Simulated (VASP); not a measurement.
Here is a VASP 6.6.1 calculation.

File INCAR:

```
SYSTEM = Si7W4
  PREC = Accurate
  ENCUT = 520
  EDIFF = 1E-7
  ISMEAR = 0
  SIGMA = 0.05
  LREAL = .False.
  LASPH = .True.
  NELM = 100
  ALGO = Fast
  ISIF = 2
  LWAVE = .False.
  LCHARG = .False.
  GGA = PS
  NBANDS = 53
```

File KPOINTS:

```
Automatic mesh
0
Gamma
  5 5 5
  0 0 0
```

The input POSCAR:

```
Si7W4
1.0
   -3.2034200408      3.2034200408      7.8134584989
    1.6017100204     -1.6017100204      3.9067292494
    3.2034200408      3.2034200408     -7.8134584989
Si W
7 4
Direct
    0.1692007816      0.3463138659      0.0064579752
    0.3304972796      0.6678076957     -0.0041015579
    0.3287771446      0.6504528085      0.5000000000
    0.6627428064      0.3333979155     -0.0064579752
    0.8345988375      0.6760108115      0.0041015579
    0.6651626356      0.3313430770      0.5000000000
    0.8404338842      0.6599296438      0.5000000000
   -0.0039034700      0.0014462858      0.5000000000
   -0.0035809969     -0.0018804035      0.9938674959
    0.5061879383     -0.0098696086      0.5000000000
    0.5025515072      0.0103846047      1.0061325041
```

Potentials or basis: VASP PAW PBE potentials, release 64 (Si, W_sv).

Command:

```sh
$ cat potpaw_PBE.64/Si/POTCAR potpaw_PBE.64/W_sv/POTCAR > POTCAR
$ mpirun -np 1 vasp_std > vasp.out
```

(1) Predict the pressure.

(2) Predict the band gap on the k mesh.

(3) What does it give for the largest force?

## Answers

(1) -3.1 GPa.

(2) none (metal or under the smearing width).

(3) 0.021 eV/Å.

Caveat: the k mesh is coarse (spacing up to 0.42 Å⁻¹), so the values aren't converged; the PAW data sets were made with another functional, which shifts forces and pressure a little.
